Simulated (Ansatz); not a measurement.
## Elastic constants of SiC at -2.7 GPa (stress–strain coefficients): input and output

The calculation used DFT LDA, scalar-relativistic, plane waves, PAW (Ansatz 0.2.0).

Launched with:
```bash
ansatz run input.yaml --threads 1 --pin off --max-ram 2560MiB --backend cpu --events-out ev --progress --plain --runs-dir out
```

Input (bare energies are in eV):
```yaml
crystal:
  lattice:
    - [0.0, 2.0115, 2.0115]
    - [2.0115, 0.0, 2.0115]
    - [2.0115, 2.0115, 0.0]
  atoms:
    - { symbol: C, position: [0.0, 0.0, 0.0] }
    - { symbol: Si, position: [0.5, 0.5, 0.5] }
basis:
  ecutwfc: 420
kpoints:
  mp_grid: { grid: [18, 18, 18] }
hamiltonian:
  xc: lda
scf:
  occupations: { method: fermi_dirac, width: 0.15 }
output:
  forces: true
  stress: true
  eigenvalues: true
elastic:
  mode: relaxed_ion
  amplitude: 0.005
```

From the output:
```
--- Elastic constants: 2 strain directions × 4 members + reference (group order 48) ---
  dense FFT box of the reference and of every strained cell: 20×20×20
  strains applied: 11, 23; error gains: componentwise 1.00 (the most a stress slope's error grows in a printed constant), spectral 1.73 (1 for all six strains in a standard setting)
  C = ∂σ_k/∂η_j (tension-positive GPa; Voigt order 11 22 33 23 13 12):
       425.885    169.632    169.632     -0.000      0.000      0.000
       169.632    425.885    169.632     -0.000     -0.000      0.000
       169.632    169.632    425.885     -0.000      0.000      0.000
        -0.000      0.000      0.000    340.313      0.000     -0.000
         0.000     -0.000     -0.000     -0.000    340.313     -0.000
         0.000     -0.000      0.000     -0.000     -0.000    340.313
  reference stress σ⁰ (GPa):      2.730      2.730      2.730      0.000      0.000      0.000
  C* (energy form; C + prestress term) asymmetry max|C*_kj − C*_jk| = 8.527e-14 GPa — a small one proves nothing (zero by symmetry where the batch's group is 432, −43m or m−3m); a large one is finite-difference/SCF noise where every solve ...
  moduli (Voigt/Reuss/Hill, GPa): K = 255.05/255.05/255.05   G = 255.44/204.71/230.07   E = 530.66   ν = 0.153
  mechanically stable: yes (min eigenvalue of sym C = 256.25 GPa)
  strain η (Voigt 11):  stress-route row diagonal C_11 = 425.88 GPa, energy-path curvature d²(F+E_count+ΔE)/dδ²/Ω₀ = 425.88 GPa
    cells at ±δ against ±2δ: C11 426.12 and 426.84 GPa, apart by 0.17 % of the column's largest entry
         δ    σ_11 (GPa) F (eV) n_scf n_hpsi n_pw
    -1.000e-2      -1.8239        -850.8730987       8   83334    331   relax 0 steps, max|allowed force component| 9.86e-32 eV/Å
    -5.000e-3       0.5281        -850.8734324       4   67447    332   relax 0 steps, max|allowed force component| 1.11e-31 eV/Å
     5.000e-3       4.7893        -850.8706866       4   68262    332   relax 0 steps, max|allowed force component| 3.45e-31 eV/Å
     1.000e-2       6.7129        -850.8677589       6   72405    332   relax 0 steps, max|allowed force component| 5.00e-30 eV/Å
  strain η (Voigt 23):  stress-route row diagonal C_44 = 340.31 GPa, energy-path curvature d²(F+E_count+ΔE)/dδ²/Ω₀ = 339.07 GPa
    cells at ±δ against ±2δ: C44 340.27 and 340.13 GPa, apart by 0.04 % of the column's largest entry
         δ    σ_23 (GPa) F (eV) n_scf n_hpsi n_pw
    -1.000e-2      -3.4013        -850.8708770       7  136929    332   relax 0 steps, max|allowed force component| 9.86e-32 eV/Å
    -5.000e-3      -1.7013        -850.8721675       4  117564    332   relax 0 steps, max|allowed force component| 2.47e-31 eV/Å
     5.000e-3       1.7013        -850.8721675       4  116522    332   relax 0 steps, max|allowed force component| 2.27e-30 eV/Å
     1.000e-2       3.4013        -850.8708770       6  125090    332   relax 0 steps, max|allowed force component| 3.65e-30 eV/Å
```

The run took 89 s on 1 thread of Intel(R) Xeon(R) Processor @ 2.50GHz (Skylake/Cascade Lake), on a shared host, peak memory 0.45 GiB.

The cell is the ideal cubic rocksalt prototype; this isn't the usual structure of the compound. In a metal, frequencies and elastic constants depend on the k mesh and the smearing, soft modes and shear constants most.